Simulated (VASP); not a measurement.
Runs of VASP 6.6.1 on Si2W. The typed cell holds 6 atoms: a = 4.511 Å, b = 4.545 Å, c = 4.799 Å, α = 90.49°, β = 119.30°, γ = 92.17°. 

```tsv
task	level	potentials or basis	cell	cutoff (eV)	smearing	atoms held fixed (from 0)	gap on the mesh (eV)	pressure (GPa)	relaxed volume (Å³/atom)	largest force (eV/Å)
relaxation of cell and atoms	PBE	VASP PAW PBE potentials, release 64 (Si, W_sv)	relaxed from: all atoms moved at random, sigma 0.05 Å a component, cell strained at random, sigma 0.06	600	gaussian 0.05 eV	-	none	0.0	13.69	0.01
relaxation of cell and atoms	RPBE	VASP PAW PBE potentials, release 64 (Si, W_sv)	relaxed from: all atoms moved at random, sigma 0.05 Å a component, cell strained at random, sigma 0.06	600	gaussian 0.05 eV	-	none	0.0	(a)	-
relaxation of the atoms	LDA	VASP PAW LDA potentials, release 64 (Si, W_sv)	atoms relaxed from: all atoms moved at random, sigma 0.05 Å a component, cell strained at random, sigma 0.06	520	fermi-dirac 0.1 eV	[0]	none	-14.8	-	-
single point	PBE	VASP PAW PBE potentials, release 64 (Si, W_sv)	all atoms moved at random, sigma 0.05 Å a component, cell strained at random, sigma 0.06	520	fermi-dirac 0.05 eV	-	none	-5.9	-	2.10
```

Alike in all rows: no spin polarisation; k mesh 7 × 6 × 7.

Problem. Estimate the missing entries.

Solution. (a) 13.83.

Caveats: the PAW data sets were made with another functional, which shifts forces and pressure a little (some runs); forces of over 1 eV/Å show positions far from the minimum, so gaps and moduli don't describe the material at rest (some runs).

A k mesh can miss the band edges, and the runs leave out spin-orbit coupling on W.

A gap of «none» marks a metal or a gap under the smearing width.
